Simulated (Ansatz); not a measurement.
# KCl, response to strain

Base system: KCl in the rock salt structure (space group Fm-3m, No. 225; a = 6.381 Å).

Strains are applied to the cell and any free atomic positions relax.

All numbers come from PBE (Ansatz, a first-principles code), no spin-orbit coupling.

Notes on the quantities. energy relative to the base: free energy F.

| case | volume per atom | band gap | pressure | electron mass | energy relative to the base |
|---|---|---|---|---|---|
| base | 32.48 Å³ | 5.05 eV | 0.0 kbar | 0.45 mₑ (at Γ) | 0 meV/atom |
| isotropic strain −3.00 % | 29.65 Å³ | 5.37 eV | 18.5 kbar | 0.44 mₑ (at Γ) | +15 meV/atom |
| isotropic strain −2.50 % | 30.11 Å³ | 5.31 eV | 14.8 kbar | 0.44 mₑ (at Γ) | +10 meV/atom |
| isotropic strain −2.00 % | 30.57 Å³ | 5.25 eV | 11.4 kbar | 0.44 mₑ (at Γ) | +6.4 meV/atom |
| isotropic strain −1.50 % | 31.04 Å³ | 5.20 eV | 8.2 kbar | 0.45 mₑ (at Γ) | +3.5 meV/atom |
| isotropic strain −0.50 % | 32.00 Å³ | 5.10 eV | 2.5 kbar | 0.45 mₑ (at Γ) | +0.4 meV/atom |
| isotropic strain +0.50 % | 32.97 Å³ | 5.00 eV | -2.3 kbar | 0.46 mₑ (at Γ) | +0.4 meV/atom |
| isotropic strain +1.00 % | 33.47 Å³ | 4.95 eV | -4.5 kbar | 0.46 mₑ (at Γ) | +1.4 meV/atom |
| isotropic strain +1.50 % | 33.97 Å³ | 4.90 eV | -6.5 kbar | 0.46 mₑ (at Γ) | +3.1 meV/atom |
| isotropic strain +2.50 % | 34.98 Å³ | 4.81 eV | -10.1 kbar | 0.47 mₑ (at Γ) | +8.4 meV/atom |

Effective masses come from finite differences of ±0.01 Å⁻¹. Stability against distortions was not tested.
